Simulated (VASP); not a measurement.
PbS, 4 atoms in the cell. It takes space group P6_3mc (No. 186, hexagonal). The conventional cell has a = 4.861 Å, b = 4.861 Å, c = 6.043 Å, α = 90.00°, β = 90.00°, γ = 120.00°. Pb (site symmetry 3m) has 5 S at 2.81 to 3.08 Å as nearest neighbours. S (site symmetry 3m) has 5 Pb at 2.81 to 3.08 Å as nearest neighbours. The cell was built by a generator and needn't be a form met in nature. The cell isn't the ideal one: epitaxial_xy strain -2.7%.

```yaml
Program: VASP 6.6.1
Task: single point
Functional: PBE
Potentials_or_basis: VASP PAW PBE potentials, release 64 (Pb_d, S)
Cutoff: 520 eV
k_mesh: 6 × 6 × 4
Occupations: fermi-dirac, width 0.02 eV
Spin: no spin polarisation
Dipole_correction: no
Further_INCAR_settings: ALGO = Normal; EDIFF = 1e-06; NBANDS = 28
```

Potentials or basis: VASP PAW PBE potentials, release 64 (Pb_d, S).

Launch:

```console
$ cat potpaw_PBE.64/Pb_d/POTCAR potpaw_PBE.64/S/POTCAR > POTCAR
$ mpirun -np 1 vasp_std > vasp.out
```

Hardware: 1 thread of AMD EPYC 7R13 Processor (Zen 3), on a shared host.

Question: Estimate the wall time of this run.

Answer: It took 53 s on 1 thread of AMD EPYC 7R13 Processor (Zen 3), on a shared host, peak memory 0.23 GiB. Counts: scf iterations 14, k points 21.
